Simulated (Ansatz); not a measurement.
# Sb: how much relativity matters

Aim: hold the cell of Sb and change the physics step by step: no relativity; spin-orbit coupling on; inner shells corrected to Dirac's equation.

Program: Ansatz 0.2.0. Level of theory: DFT, at the level named in each step. These are calculated values, not measurements.

### Step 1. The system as given

The structure is cubic, space group Pm-3m (No. 221). Conventional cell: a = 3.083 Å, b = 3.083 Å, c = 3.083 Å, α = 90.00°, β = 90.00°, γ = 90.00°. Sb (site symmetry m-3m) has 6 Sb at 3.08 Å as nearest neighbours.

Coordinates:

```xyz
1
Lattice="3.0833 0.0000 0.0000 0.0000 3.0833 0.0000 0.0000 0.0000 3.0833" Properties=species:S:1:pos:R:3 pbc="T T T"
Sb    0.0000    0.0000    0.0000
```

The cell is one relaxed in the Materials Project, used as it stands.

### Step 2. No relativity, LAPW

File input.yaml:

```yaml
crystal:
  lattice:
    - [3.08334361, 0.0, 0.0]
    - [0.0, 3.08334361, 0.0]
    - [0.0, 0.0, 3.08334361]
  atoms:
    - { symbol: Sb, position: [0.0, 0.0, 0.0] }
kpoints:
  mp_grid: { grid: [12, 12, 12] }
  band_path:
    path:
      - [0.0, 0.0, 0.0]
      - [0.0, 0.5, 0.0]
      - [0.5, 0.5, 0.0]
      - [0.0, 0.0, 0.0]
      - [0.5, 0.5, 0.5]
      - [0.0, 0.5, 0.0]
      - [0.5, 0.5, 0.5]
      - [0.5, 0.5, 0.0]
    npoints: 5
scf:
  occupations: { method: fermi_dirac, width: 0.05 }
hamiltonian:
  xc: pbesol
  pseudopotentials:
    kind: all_electron
    lapw: { basis_error: 0.0005 }
    relativity: none
output:
  forces: true
  stress: true
  eigenvalues: true
```

Launch:

```
> ansatz run input.yaml --threads 1 --pin off --max-ram 2048MiB --backend cpu --events-out ev --progress --plain --runs-dir out
```

### Step 3. Spin-orbit coupling on, LAPW

input.yaml, as its differences from that of step 2:

```diff
@@ -24,6 +24,3 @@
   xc: pbesol
-  pseudopotentials:
-    kind: all_electron
-    lapw: { basis_error: 0.0005 }
-    relativity: none
+  pseudopotentials: { kind: all_electron, lapw: { basis_error: 0.0005 } }
 output:
@@ -32 +29,4 @@
   eigenvalues: true
+magnetization:
+  noncollinear: true
+  spin_orbit: true
```

### Step 4. Spin-orbit coupling on, PAW

input.yaml, as its differences from that of step 3:

```diff
@@ -24,3 +24,3 @@
   xc: pbesol
-  pseudopotentials: { kind: all_electron, lapw: { basis_error: 0.0005 } }
+  pseudopotentials: { kind: paw_fr }
 output:
@@ -29,2 +29,3 @@
   eigenvalues: true
+  efg: { contact_densities: true }
 magnetization:
```

### Step 5. Inner shells corrected to Dirac's equation, LAPW

File input.yaml:

```yaml
crystal:
  lattice:
    - [3.08334361, 0.0, 0.0]
    - [0.0, 3.08334361, 0.0]
    - [0.0, 0.0, 3.08334361]
  atoms:
    - { symbol: Sb, position: [0.0, 0.0, 0.0] }
kpoints:
  mp_grid: { grid: [12, 12, 12] }
scf:
  occupations: { method: fermi_dirac, width: 0.05 }
hamiltonian:
  xc: pbesol
  pseudopotentials:
    kind: all_electron
    lapw: { basis_error: 0.0005 }
    dirac_shells: { Sb: ["3p", "3d"] }
output:
  forces: true
  stress: true
  eigenvalues: true
```

(Steps that only read results are left out.)

**Question.** What will these runs give? Wanted: pressure, no relativity, LAPW; pressure, spin-orbit coupling on, LAPW; pressure, inner shells corrected to Dirac's equation, LAPW.

**Answer**, as computed:

| quantity | value |
| --- | --- |
| pressure, no relativity, LAPW | -1.42 GPa |
| pressure, spin-orbit coupling on, LAPW | -1.20 GPa |
| pressure, inner shells corrected to Dirac's equation, LAPW | -1.20 GPa |

What this shows: Going from no relativity to the scalar-relativistic run with inner shells corrected to Dirac's equation moves the pressure by +0.22 GPa; the heaviest element has Z = 51. From that run, spin-orbit coupling moves the pressure by less than 0.01 GPa. With spin-orbit coupling, PAW lies -0.01 GPa from LAPW in pressure.
